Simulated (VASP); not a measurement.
# CdTe (F-43m) in VASP: further runs

CdTe is run at these levels: revPBE+D4, r2SCAN, PBEsol; tasks: single point, relaxation of cell and atoms.

All numbers are computed with VASP 6.6.1; they aren't measurements. Logs are shortened: lines on timing, memory, paths and dates and some standing lists are left out, and cuts for length are marked.

**Experimental background.**

A printed reference work, data compilation reports, for a bulk crystal of CdTe at 0 K: band gap 1.607 eV.

The runs below are set against these values where they give the same quantity.

**1. The cell of the first run**

It takes space group F-43m (No. 216, cubic). The conventional cell has a = 6.494 Å, b = 6.494 Å, c = 6.494 Å, α = 90.00°, β = 90.00°, γ = 90.00°. Within 3.7 Å of Te (site symmetry -43m) lie 4 Cd at 2.81 Å. Within 3.7 Å of Cd (site symmetry -43m) lie 4 Te at 2.81 Å.

**2. Single point, revPBE+D4**

Contents of INCAR:

```
ALGO     = Normal         # electronic algorithm
EDIFF    = 1E-6           # SCF threshold, eV
ENCUT    = 520            # plane-wave cutoff, eV
GGA      = RE             # functional
ISIF     = 2              # what is computed and relaxed
ISMEAR   = -1             # smearing method
IVDW     = 13             # dispersion correction
LASPH    = T              # aspherical terms in the spheres
LCHARG   = F              # write CHGCAR
LREAL    = F              # projectors in reciprocal space
LWAVE    = F              # write WAVECAR
NBANDS   = 16             # bands
NELM     = 60             # most SCF steps
PREC     = Accurate       # precision mode
SIGMA    = 0.05           # smearing width, eV
```

Contents of KPOINTS:

```
k-points
0
Gamma
  7 7 7
```

Contents of POSCAR:

```
CdTe
1.0
    0.0000000000      3.2471758892      3.2471758892
    3.2471758892      0.0000000000      3.2471758892
    3.2471758892      3.2471758892      0.0000000000
Te Cd
1 1
Direct
    0.7500000000      0.7500000000      0.7500000000
    0.0000000000      0.0000000000      0.0000000000
```

Potentials or basis: VASP PAW PBE potentials, release 64 (Te, Cd).

The run is started by

```sh
$ cat potpaw_PBE.64/Te/POTCAR potpaw_PBE.64/Cd/POTCAR > POTCAR
$ mpirun -np 1 vasp_std > vasp.out
```

OUTCAR:

```text
EDIFF = 1E-6
   ENCUT = 520
   GGA = RE
   ISIF = 2
   ISMEAR = -1
   IVDW = 13
   LASPH = T
   LREAL = F
   NELM = 60
   PREC = Accurate

 ion  position               nearest neighbor table
   1  0.750  0.750  0.750-   2 2.81   2 2.81   2 2.81   2 2.81
   2  0.000  0.000  0.000-   1 2.81   1 2.81   1 2.81   1 2.81

  LATTYP: Found a face centered cubic cell.
 ALAT       =     6.4943517784

  Lattice vectors:

 A1 = (   0.0000000000,   3.2471758892,   3.2471758892)
 A2 = (   3.2471758892,   0.0000000000,   3.2471758892)
 A3 = (   3.2471758892,   3.2471758892,   0.0000000000)

Analysis of symmetry for initial positions (statically):
=====================================================================
 Subroutine PRICEL returns:
 Original cell was already a primitive cell.

 Routine SETGRP: Setting up the symmetry group for a
 face centered cubic supercell.

 Subroutine GETGRP returns: Found 24 space group operations
 (whereof 24 operations were pure point group operations)
 out of a pool of 48 trial point group operations.

The static configuration has the point symmetry T_d .

Analysis of symmetry for dynamics (positions and initial velocities):
=====================================================================
 Subroutine PRICEL returns:
 Original cell was already a primitive cell.

 Routine SETGRP: Setting up the symmetry group for a
 face centered cubic supercell.

 Subroutine GETGRP returns: Found 24 space group operations
 (whereof 24 operations were pure point group operations)
 out of a pool of 48 trial point group operations.

The dynamic configuration has the point symmetry T_d .

 Subroutine INISYM returns: Found 24 space group operations
 (whereof 24 operations are pure point group operations),
 and found     1 'primitive' translations

----------------------------------------------------------------------------------------

                                     Primitive cell

  volume of cell :      68.4774

  direct lattice vectors                    reciprocal lattice vectors
     0.000000000  3.247175889  3.247175889    -0.153979956  0.153979956  0.153979956
     3.247175889  0.000000000  3.247175889     0.153979956 -0.153979956  0.153979956
     3.247175889  3.247175889  0.000000000     0.153979956  0.153979956 -0.153979956

  length of vectors
     4.592200182  4.592200182  4.592200182     0.266701107  0.266701107  0.266701107

[... 74 lines left out ...]
   NELM   =     60;   NELMIN=  2; NELMDL= -5     # of ELM steps
   EDIFF  = 0.1E-05   stopping-criterion for ELM
   LREAL  =      F    real-space projection
   EDIFFG = 0.1E-04   stopping-criterion for IOM
   NSW    =      0    number of steps for IOM
   IBRION =     -1    ionic relax: 0-MD 1-quasi-New 2-CG
   NFREE  =      0    steps in history (QN), initial steepest desc. (CG)
   ISIF   =      2    stress and relaxation
   ISYM   =      2    0-nonsym 1-usesym 2-fastsym
   POTIM  = 0.5000    time-step for ionic-motion
   TEBEG  =    0.0;   TEEND  =   0.0 temperature during run
   PSTRESS=    0.0 pullay stress
   NELECT =      18.0000    total number of electrons
   NUPDOWN=      -1.0000    fix difference up-down
   EMIN   =  10.00;   EMAX   =-10.00  energy-range for DOS
   EFERMI =   0.00;   METHOD = LEGACY
   ISMEAR =    -1;   SIGMA  =   0.05  broadening in eV -4-tet -1-fermi 0-gaus
   EFERMI_NEDOS =   21; number of points for ismear=-14 and -15
   IALGO  =     38    algorithm
   IMIX   =      4    mixing-type and parameters
     AMIX     =   0.40;   BMIX     =  1.00
     AMIX_MAG =   1.60;   BMIX_MAG =  1.00
  volume/ion in A,a.u.               =      34.24       231.05
  Fermi-wavevector in a.u.,A,eV,Ry     =   1.048697  1.981749 14.963205  1.099765
  Thomas-Fermi vector in A             =   2.183629
   LORBIT       =      0    0 simple, 1 ext, 2 COOP (PROOUT), +10 PAW based schemes
   GGA     = RE    functional components
   LHFCALC =     F    Hartree Fock is set to
   AEXX    =    0.0000 exact exchange contribution
   IVDW    =    13    specifies the selected vdW correction
   LEPSILON=     F    determine dielectric tensor
   LRPA    =     F    only Hartree local field effects (RPA)
 non-spin polarized calculation
  energy-cutoff  :      520.00
  volume of cell :       68.48
 maximum number of plane-waves:      1868
 NGX is ok and might be reduce to    36
   NGX = 17   NGY = 17   NGZ = 17

 number of electron      17.9999998 magnetization

 Free energy of the ion-electron system (eV)
  ---------------------------------------------------
  ext. energy  EPLUGINS =         0.00000000
  ---------------------------------------------------
  free energy    TOTEN  =        -4.19285581 eV

  energy without entropy =       -4.19285384  energy(sigma->0) =       -4.19285482

 E-fermi :   2.8378     XC(G=0):  -8.3960

 val. band max:        2.3742729651   @ k =   0.0000   0.0000   0.0000
 cond. band min:       3.2369805699   @ k =   0.0000   0.0000   0.0000
 fundamental gap:      0.8627076048
 Fermi energy:         2.8377745118

 k-point     1 :       0.0000    0.0000    0.0000
  band No.  band energies     occupation
      1      -8.7311      2.00000
      2      -5.8950      2.00000
      3      -5.8950      2.00000
      4      -5.8950      2.00000
      5      -5.6407      2.00000
      6      -5.6407      2.00000
[... 357 lines left out ...]
      3      -5.7689      2.00000
      4      -5.6705      2.00000
      5      -5.6369      2.00000
      6      -5.0931      2.00000
[... 8 lines left out ...]
     15      12.5656      0.00000
     16      14.3880      0.00000

------------------------ aborting loop because EDIFF is reached ----------------------------------------

  DFT-D4 for vdW energy calculation

  Edisp (eV):   -1.12562

  FORCE on cell =-STRESS in cart. coord.  units (eV):
  Direction    XX          YY          ZZ          XY          YZ          ZX
  --------------------------------------------------------------------------------------
  -------------------------------------------------------------------------------------
  Total       0.20296     0.20296     0.20296     0.00000    -0.00000    -0.00000
  in kB       4.74865     4.74865     4.74865     0.00000    -0.00000    -0.00000
  external pressure =        4.75 kB  Pullay stress =        0.00 kB

 VOLUME and BASIS-vectors are now :
 -----------------------------------------------------------------------------
  energy-cutoff  :      520.00
  volume of cell :       68.48
      direct lattice vectors                 reciprocal lattice vectors
     0.000000000  3.247175889  3.247175889    -0.153979956  0.153979956  0.153979956
     3.247175889  0.000000000  3.247175889     0.153979956 -0.153979956  0.153979956
     3.247175889  3.247175889  0.000000000     0.153979956  0.153979956 -0.153979956

 POSITION                                       TOTAL-FORCE (eV/Angst)
 -----------------------------------------------------------------------------------
      4.87076      4.87076      4.87076        -0.000000     -0.000000     -0.000000
      0.00000      0.00000      0.00000         0.000000      0.000000      0.000000
 -----------------------------------------------------------------------------------
    total drift:                                0.000000      0.000000      0.000000

  FREE ENERGIE OF THE ION-ELECTRON SYSTEM (eV)
  ---------------------------------------------------
  free  energy   TOTEN  =        -5.3184776903 eV

  energy  without entropy=       -5.3184757159  energy(sigma->0) =       -5.31847670
```

OSZICAR:

```text
N       E                     dE             d eps       ncg     rms          rms(c)
DAV:   1     0.100664537647E+03    0.10066E+03   -0.84346E+03   648   0.980E+02
DAV:   2    -0.836671996276E+00   -0.10150E+03   -0.95964E+02   800   0.238E+02
DAV:   3    -0.437310495606E+01   -0.35364E+01   -0.35323E+01   792   0.457E+01
DAV:   4    -0.440689674887E+01   -0.33792E-01   -0.33791E-01  1000   0.388E+00
DAV:   5    -0.440697402426E+01   -0.77275E-04   -0.77275E-04   840   0.179E-01    0.567E+00
DAV:   6    -0.420212132088E+01    0.20485E+00   -0.34798E-01   744   0.692E+00    0.459E+00
DAV:   7    -0.418921298616E+01    0.12908E-01   -0.11686E-01   720   0.220E+00    0.169E+00
DAV:   8    -0.419175044895E+01   -0.25375E-02   -0.11905E-02   704   0.123E+00    0.494E-01
DAV:   9    -0.419260836421E+01   -0.85792E-03   -0.13801E-03   768   0.360E-01    0.111E-01
DAV:  10    -0.419274921274E+01   -0.14085E-03   -0.16065E-04   792   0.119E-01    0.593E-02
DAV:  11    -0.419285637458E+01   -0.10716E-03   -0.21141E-04   728   0.824E-02    0.351E-02
DAV:  12    -0.419285581079E+01    0.56379E-06   -0.38003E-06   776   0.153E-02
   1 F= -.53184777E+01 E0= -.53184767E+01  d E =-.197442E-05
```

stdout:

```text
POSCAR found type information on POSCAR TeCd
 POSCAR found :  2 types and       2 ions
 scaLAPACK will be used
 -----------------------------------------------------------------------------
|                                                                             |
|                                                                             |
|     You enforced a specific xc type in the INCAR file but a different       |
|     I HOPE YOU KNOW WHAT YOU ARE DOING!                                     |
|                                                                             |
 -----------------------------------------------------------------------------

 LDA part: xc-table for (Slater+PW92), standard interpolation
 POSCAR, INCAR and KPOINTS ok, starting setup
 FFT: planning ... GRIDC
 FFT: planning ... GRID_SOFT
 FFT: planning ... GRID
 WAVECAR not read
 entering main loop
```

Wall time 20 s (1 thread of AMD EPYC 7R13 (Zen 3), shared host); peak memory 0.18 GiB.

What came out:

```
Free energy                : -5.3185 eV
Pressure                   : 0.5 GPa
Band gap on the k mesh     : 0.86 eV, direct
Dispersion energy per atom : -0.563 eV
```

Levels at points of the mesh, in eV from the valence-band top:
```
           k point  band 7  band 8  band 9  band 10  band 11  band 12
(0.00, 0.00, 0.00)    0.00    0.00    0.00     0.86     4.65     4.65
```

Caveat: the PAW data sets were made with another functional, which shifts forces and pressure a little; spin-orbit coupling is left out, which moves the levels of the heavy elements.

**3. Single point, revPBE+D4**

This run uses another cell than the first one, of 34.90 Å³/atom, 1.019 times its volume.

Contents of INCAR:

```
PREC = Accurate ; ENCUT = 520
EDIFF = 1E-7 ; ISMEAR = -1
SIGMA = 0.05 ; LREAL = F
LASPH = T ; NELM = 100
ALGO = Normal ; ISIF = 2
LWAVE = F ; LCHARG = F
GGA = RE ; IVDW = 13
NBANDS = 16
```

Contents of KPOINTS:

```
Automatic mesh
0
Gamma
  7 7 7
```

Contents of POSCAR:

```
CdTe
1.0
    0.0000000000      3.2678590959      3.2678590959
    3.2678590959      0.0000000000      3.2678590959
    3.2678590959      3.2678590959      0.0000000000
Te Cd
1 1
Direct
    0.7500000000      0.7500000000      0.7500000000
    0.0000000000      0.0000000000      0.0000000000
```

Potentials or basis: VASP PAW PBE potentials, release 64 (Te, Cd).

The run is started by

```sh
$ cat potpaw_PBE.64/Te/POTCAR potpaw_PBE.64/Cd/POTCAR > POTCAR
$ mpirun -np 1 vasp_std > vasp.out
```

Wall time 22 s (1 thread of AMD EPYC 7R13 (Zen 3), shared host); peak memory 0.18 GiB.

The run converged. Its results:

- Free energy: -5.3192 eV
- Pressure: -0.3 GPa
- Band gap on the k mesh: 0.81 eV, direct
- Dispersion energy per atom: -0.550 eV

Levels at points of the mesh, in eV from the valence-band top:
| k point | band 5 | band 6 | band 7 | band 8 | band 9 | band 10 | band 11 | band 12 | band 13 | band 14 |
| --- | --- | --- | --- | --- | --- | --- | --- | --- | --- | --- |
| (0.00, 0.00, 0.00) | -7.97 | -7.97 | 0.00 | 0.00 | 0.00 | 0.81 | 4.66 | 4.66 | 4.66 | 7.62 |

Caveat: the PAW data sets were made with another functional, which shifts forces and pressure a little; spin-orbit coupling is left out, which moves the levels of the heavy elements.

**4. Single point, r2SCAN**

This run uses another cell than the first one, of 35.22 Å³/atom, 1.029 times its volume.

Contents of POSCAR:

```
CdTe
1.0
    0.0000000000      3.2779729120      3.2779729120
    3.2779729120      0.0000000000      3.2779729120
    3.2779729120      3.2779729120      0.0000000000
Te Cd
1 1
Direct
    0.7500000000      0.7500000000      0.7500000000
    0.0000000000      0.0000000000      0.0000000000
```

Contents of INCAR.step1:

```
SYSTEM = CdTe
PREC = Accurate
ENCUT = 520
ISMEAR = -1
SIGMA = 0.05
LREAL = .FALSE.
LASPH = .TRUE.
NELM = 80
NBANDS = 16
GGA = PE
ALGO = Normal
EDIFF = 1E-4
LWAVE = .TRUE.
LCHARG = .FALSE.
```

Contents of INCAR.step2:

```
SYSTEM = CdTe
PREC = Accurate
ENCUT = 520
EDIFF = 1E-7
ISMEAR = -1
SIGMA = 0.05
LREAL = .FALSE.
LASPH = .TRUE.
NELM = 80
ALGO = Normal
ISIF = 2
LWAVE = .FALSE.
LCHARG = .FALSE.
METAGGA = R2SCAN
LMIXTAU = .TRUE.
NBANDS = 16
ISTART = 1
```

Contents of KPOINTS:

```
Automatic mesh
0
G
  7 7 7
  0 0 0
```

The run is started by

```sh
$ cat potpaw_PBE.64/Te/POTCAR potpaw_PBE.64/Cd/POTCAR > POTCAR
$ cp INCAR.step1 INCAR
$ mpirun -np 1 vasp_std > vasp.out
$ cp INCAR.step2 INCAR
$ mpirun -np 1 vasp_std > vasp.out
```

It took 2.5 min on 1 thread of AMD EPYC 7R13 (Zen 3), shared host; peak memory 0.19 GiB.

The run converged. Its results:

| Property | Result |
| --- | --- |
| Free energy | -46.6442 eV |
| Pressure | 0.1 GPa |
| Band gap on the k mesh | 1.16 eV, direct |

Levels at points of the mesh, in eV from the valence-band top:
```tsv
k point	band 5	band 6	band 7	band 8	band 9	band 10	band 11	band 12	band 13	band 14
(0.00, 0.00, 0.00)	-8.19	-8.19	0.00	0.00	0.00	1.16	5.05	5.05	5.05	7.87
```

Caveat: the PAW data sets were made with another functional, which shifts forces and pressure a little; spin-orbit coupling is left out, which moves the levels of the heavy elements.

**5. Relaxation of cell and atoms, r2SCAN**

This run uses another cell than the first one, of 32.92 Å³/atom, 0.962 times its volume.

Contents of POSCAR:

```
CdTe
1.0
    0.0000000000      3.2050000000      3.2050000000
    3.2050000000      0.0000000000      3.2050000000
    3.2050000000      3.2050000000      0.0000000000
Te Cd
1 1
Direct
    0.7500000000      0.7500000000      0.7500000000
    0.0000000000      0.0000000000      0.0000000000
```

Contents of INCAR.step1:

```
SYSTEM = CdTe
PREC = Accurate
ENCUT = 600
ISMEAR = -1
SIGMA = 0.05
LREAL = .False.
LASPH = .True.
NELM = 100
GGA = PE
ALGO = Normal
EDIFF = 1E-4
LWAVE = .True.
LCHARG = .False.
```

Contents of INCAR.step2:

```
SYSTEM = CdTe
PREC = Accurate
ENCUT = 600
EDIFF = 1E-6
ISMEAR = -1
SIGMA = 0.05
LREAL = .False.
LASPH = .True.
NELM = 100
ALGO = Normal
ISIF = 3
LWAVE = .False.
LCHARG = .False.
METAGGA = R2SCAN
LMIXTAU = .True.
IBRION = 2
NSW = 60
EDIFFG = -0.01
ISTART = 1
```

Contents of KPOINTS:

```
Automatic mesh
0
Gamma
  7 7 7
  0 0 0
```

The run is started by

```sh
$ cat potpaw_PBE.64/Te/POTCAR potpaw_PBE.64/Cd/POTCAR > POTCAR
$ cp INCAR.step1 INCAR
$ mpirun -np 1 vasp_std > vasp.out
$ cp INCAR.step2 INCAR
$ mpirun -np 1 vasp_std > vasp.out
```

Run time: 5.3 min. Hardware: 1 thread of AMD EPYC 7R13 (Zen 3), shared host; peak memory 0.21 GiB.

It converged, with:

* Free energy: -46.6434 eV
* Relaxed volume: 35.30 Å³/atom
* Relaxed cell: a = 4.639 Å, b = 4.639 Å, c = 4.639 Å, α = 60.00°, β = 60.00°, γ = 60.00°
* Space group after relaxing (to 0.05 Å): F-43m (No. 216)
* Energy gained by relaxing: 23.2 meV/atom
* Ionic steps: 3
* Pressure after relaxing: 0.0 GPa
* Band gap on the k mesh: 1.15 eV, direct

The path:
| step | energy change (eV) | largest force (eV/Å) | pressure (GPa) | volume (Å³) |
| --- | --- | --- | --- | --- |
| 1 | 0.0000 | 0.0000 | 3.34 | 65.84 |
| 2 | -0.0397 | 0.0000 | -1.04 | 72.60 |
| 3 | -0.0463 | 0.0000 | 0.02 | 70.60 |

Final structure:
```cif
data_structure
_symmetry_space_group_name_H-M 'P 1'
_symmetry_Int_Tables_number 1
_cell_length_a 4.6392
_cell_length_b 4.6392
_cell_length_c 4.6392
_cell_angle_alpha 60.000
_cell_angle_beta 60.000
_cell_angle_gamma 60.000
_cell_volume 70.60
loop_
_atom_site_label
_atom_site_type_symbol
_atom_site_fract_x
_atom_site_fract_y
_atom_site_fract_z
_atom_site_occupancy
Te1 Te 0.75000 0.75000 0.75000 1
Cd1 Cd 0.00000 0.00000 0.00000 1
```

Levels at points of the mesh, in eV from the valence-band top:
| k point | band 6 | band 7 | band 8 | band 9 | band 10 | band 11 | band 12 | band 13 |
| --- | --- | --- | --- | --- | --- | --- | --- | --- |
| (0.00, 0.00, 0.00) | -8.19 | 0.00 | 0.00 | 0.00 | 1.15 | 5.06 | 5.06 | 5.06 |

Caveat: the PAW data sets were made with another functional, which shifts forces and pressure a little; spin-orbit coupling is left out, which moves the levels of the heavy elements. r2SCAN opens gaps a little over a GGA but as a rule still falls short of measured ones.

(Continued in part 2 of 2.)
